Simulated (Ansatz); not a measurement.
## Response of AgCl to small distortions

```xyz
4
Lattice="1.8709 -5.5566 0.0000 1.8709 5.5566 0.0000 0.0000 0.0000 3.9240" Properties=species:S:1:pos:R:3 pbc="T T T"
Ag    1.8709    1.1496    2.9430
Ag    1.8709   -1.1496    0.9810
Cl    1.8709   -4.0613    0.9810
Cl    1.8709    4.0613    2.9430
```

Atom numbers follow the list: Ag1, Ag2, Cl3, Cl4.

The cell is the one relaxed in the Materials Project (mp-570858), not relaxed further here; entries there can be hypothetical.

The calculation used DFT, PBEsol, all-electron PAW with datasets made for the crystal, scalar-relativistic in Ansatz 0.2.0.

Numerical set-up: a Γ-centred 9×9×8 k mesh, Fermi–Dirac smearing of 0.03 eV, cutoff 260 eV (chosen by the program for this cell), no spin polarisation.

The unchanged cell is at -2.88 GPa.

Semilocal functionals give too small gaps.

x, y and z are the Cartesian axes of the cell as listed; fractional coordinates follow a strain, and an engineering shear is twice the off-diagonal strain component.

Vzz stands for the principal value of largest size of the field-gradient tensor, whatever its axis.

Spin–orbit coupling is left out, which moves gradients at and beside heavy atoms by some per cent and at worst by a factor of two.

(1) With this change (equal xy, yz and zx engineering shear strains of -3 %), what becomes of the energy and stress and forces and field gradients and gap?

(2) With this change (equal xy, yz and zx engineering shear strains of -1 %), what becomes of the energy and stress and forces and field gradients and gap?

(3) With this change (equal xy, yz and zx engineering shear strains of +2 %), what becomes of the energy and stress and forces and field gradients and gap?

(4) With this change (equal xy, yz and zx engineering shear strains of -2 %), what becomes of the energy and stress and forces and field gradients and gap?

(5) With this change (equal xy, yz and zx engineering shear strains of +1 %), what becomes of the energy and stress and forces and field gradients and gap?

(6) With this change (equal xy, yz and zx engineering shear strains of +3 %), what becomes of the energy and stress and forces and field gradients and gap?

## Answers

(1) Energy change under 1 meV/atom; stress change (xx, yy, zz, yz, xz, xy) 0.09, 0.10, 0.12, 0.54, 0.04, 0.04 GPa, compression positive; change of the force on Cl3 (-0.038, 0.000, 0.020) eV/Å; Vzz in 10²¹ V/m²: Ag1 4.75 → 4.74 (η = 0.36), Cl3 -5.59 → -5.66 (η = 0.52); gap on the k mesh 0.34 → 0.35 eV.

(2) Energy change under 1 meV/atom; stress change (xx, yy, zz, yz, xz, xy) 0.01, 0.01, 0.01, 0.17, 0.01, 0.01 GPa, compression positive; change of the force on Cl3 (-0.013, 0.000, 0.006) eV/Å; Vzz in 10²¹ V/m²: Ag1 4.75 → 4.75 (η = 0.12), Cl3 -5.59 → -5.59 (η = 0.31); gap on the k mesh 0.34 → 0.34 eV.

(3) Energy change under 1 meV/atom; stress change (xx, yy, zz, yz, xz, xy) 0.04, 0.04, 0.05, -0.33, 0.00, 0.00 GPa, compression positive; change of the force on Cl3 (0.028, 0.001, -0.011) eV/Å; Vzz in 10²¹ V/m²: Ag1 4.75 → 4.74 (η = 0.23), Cl3 -5.59 → -5.61 (η = 0.41); gap on the k mesh 0.34 → 0.34 eV.

(4) Energy change under 1 meV/atom; stress change (xx, yy, zz, yz, xz, xy) 0.04, 0.04, 0.05, 0.35, 0.02, 0.02 GPa, compression positive; change of the force on Cl3 (-0.026, 0.000, 0.013) eV/Å; Vzz in 10²¹ V/m²: Ag1 4.75 → 4.75 (η = 0.24), Cl3 -5.59 → -5.62 (η = 0.40); gap on the k mesh 0.34 → 0.34 eV.

(5) Energy change under 1 meV/atom; stress change (xx, yy, zz, yz, xz, xy) 0.01, 0.01, 0.01, -0.17, 0.00, 0.00 GPa, compression positive; change of the force on Cl3 (0.014, 0.000, -0.006) eV/Å; Vzz in 10²¹ V/m²: Ag1 4.75 → 4.75 (η = 0.12), Cl3 -5.59 → -5.59 (η = 0.31); gap on the k mesh 0.34 → 0.34 eV.

(6) Energy change under 1 meV/atom; stress change (xx, yy, zz, yz, xz, xy) 0.09, 0.10, 0.11, -0.49, 0.00, 0.00 GPa, compression positive; change of the force on Cl3 (0.042, 0.001, -0.016) eV/Å; Vzz in 10²¹ V/m²: Ag1 4.75 → 4.74 (η = 0.35), Cl3 -5.59 → -5.65 (η = 0.54); gap on the k mesh 0.34 → 0.35 eV.
